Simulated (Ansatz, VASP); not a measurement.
Given: the input of a run of Ansatz 0.2.0 on Ge.

File input.yaml:

```yaml
crystal:
  lattice:
    - [1.397149, -2.600516, 0.0]
    - [1.397149, 2.600516, 0.0]
    - [0.0, 0.0, 2.698231]
  atoms:
    - { symbol: Ge, position: [0.5, 0.5, 0.0] }
hamiltonian:
  xc: { exchange: pbe, correlation: pbe, exx: { coeff: 0.25, omega: 0.1 } }
  pseudopotentials: { kind: paw }
kpoints:
  mp_grid: { grid: [6, 6, 5] }
scf:
  occupations: { method: fermi_dirac, width: 0.05 }
output:
  forces: true
  stress: true
  eigenvalues: true
```

Potentials or basis: Ansatz PAW.

Launch:

```sh
$ ansatz run input.yaml --threads 2 --pin off --max-ram 5632MiB --backend cpu --events-out ev --progress --plain --runs-dir out
```

Question: Set up the same calculation for VASP 6.6.1. Potentials there: VASP PAW PBE potentials, release 64 (Ge_d).

Answer: As run (the cutoff follows the program's own potentials):

Contents of POSCAR:

```
Ge
1.0
    1.3971490000     -2.6005160000      0.0000000000
    1.3971490000      2.6005160000      0.0000000000
    0.0000000000      0.0000000000      2.6982310000
Ge
1
Direct
    0.5000000000      0.5000000000      0.0000000000
```

INCAR.step1

```
PREC = Accurate
ENCUT = 520
EDIFF = 1E-5
ISMEAR = -1
SIGMA = 0.05
LREAL = False
LASPH = True
NELM = 60
ALGO = Normal
ISIF = 2
LWAVE = True
GGA = PE
```

INCAR.step2

```
PREC = Accurate
ENCUT = 520
EDIFF = 1E-6
ISMEAR = -1
SIGMA = 0.05
LREAL = False
LASPH = True
NELM = 60
ALGO = Normal
ISIF = 2
LWAVE = False
LCHARG = False
GGA = PE
LHFCALC = True
HFSCREEN = 0.1
AEXX = 0.25
PRECFOCK = Fast
ISTART = 1
```

KPOINTS

```
regular mesh
0
Gamma
  6 6 5
```

Potentials or basis: VASP PAW PBE potentials, release 64 (Ge_d).

Command:

```console
$ cat potpaw_PBE.64/Ge_d/POTCAR > POTCAR
$ cp INCAR.step1 INCAR
$ mpirun -np 1 vasp_std > vasp.out
$ cp INCAR.step2 INCAR
$ mpirun -np 1 vasp_std > vasp.out
```

Both were run:

|  | VASP | Ansatz | Ansatz less VASP |
| --- | --- | --- | --- |
| gap on the k mesh at the Fermi level (eV) | none | none | - |
| pressure (GPa) | -0.8 | -0.9 | -0.09 |
| largest component of the traceless stress (GPa) | 10.35 | 10.30 | -0.046 |

A gap of «none» marks a metal or a gap that the smearing closes. With one functional, cell and mesh, what is left measures potentials, basis and numerics.

Caveats: the k mesh is coarse (spacing up to 0.47 Å⁻¹), so the values aren't converged, least of all with exact exchange; the PAW data sets were made with another functional, which shifts forces and pressure a little (VASP); the PAW data sets come from PBE, with cores solved anew for the run's functional, which leaves a small shift of forces and pressure (Ansatz); the thresholds are loose for stress (Ansatz).
